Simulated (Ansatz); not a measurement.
# Mercury, alpha-Hg (rhombohedral): revPBE0 at the revPBE geometry

How do the levels change when part of the exchange is made exact, and what does it cost? Spin polarisation is left out. The cell comes from an earlier revPBE relaxation. Exact exchange is dear, so the k-mesh is coarse, and revPBE is run on the same mesh for comparison.

Program: Ansatz 0.2.0. Level of theory: DFT, plane waves (420 eV) with PBE-made PAW files, scalar-relativistic; functionals as named at each step. These are calculated values, not measurements.

## Step 1: The structure to begin with

The structure is trigonal, space group R-3m (No. 166). Conventional cell: a = 5.720 Å, b = 5.720 Å, c = 12.391 Å, α = 90.00°, β = 90.00°, γ = 120.00°.

Structure file:

```
Hg
1.0
     2.85982    1.65112    4.13038
    -2.85982    1.65112    4.13038
     0.00000   -3.30223    4.13038
Hg
1
Direct
  0.00000 0.00000 0.00000
```

## Step 2: revPBE on the coarse mesh

The run with revPBE.

input.yaml

```yaml
crystal:
  lattice:
    - [2.8598184629, 1.6511169593, 4.1303750974]
    - [-2.8598184629, 1.6511169593, 4.1303750974]
    - [0.0, -3.3022339188, 4.1303750974]
  atoms:
    - { symbol: Hg, position: [0.0, 0.0, 0.0] }
hamiltonian:
  xc: revpbe
  pseudopotentials:
    kind: paw
    azcp:
      Hg: "pseudopotentials/Hg.paw.azcp"
basis:
  ecutwfc: 420
  fft_grid_basis: typed
kpoints:
  mp_grid: { grid: [4, 4, 4], shift: [0, 0, 0] }
magnetization:
  spin_polarized: false
scf:
  occupations: { method: fermi_dirac, width: 0.1 }
```

## Step 3: revPBE0, coarse mesh

The run with revPBE0.

Edit input.yaml of step 2 so:

```diff
@@ -8,3 +8,3 @@
 hamiltonian:
-  xc: revpbe
+  xc: revpbe0
   pseudopotentials:
```

(Steps that only read results are left out.)

**Question.** What will these runs give? Wanted: revPBE: gap; revPBE0: gap.

**Answer**, as computed:

| quantity | value |
| --- | --- |
| revPBE: gap | 4.43 eV |
| revPBE0: gap | 5.67 eV |
| revPBE0: SCF cycles, exchange loops | 11, 2 |
| revPBE0: CPU time over that of revPBE | 25 |

Exact exchange widens the gap from 4.43 eV (revPBE) to 5.67 eV (revPBE0). revPBE0 cost 25 times the CPU time of revPBE. The exchange operator of revPBE0 was renewed in 2 outer loops. Real mercury in this structure is a metal; the gap seen here comes from the mesh, the geometry or the functional. The total energies in the logs cannot be compared from one functional to another.
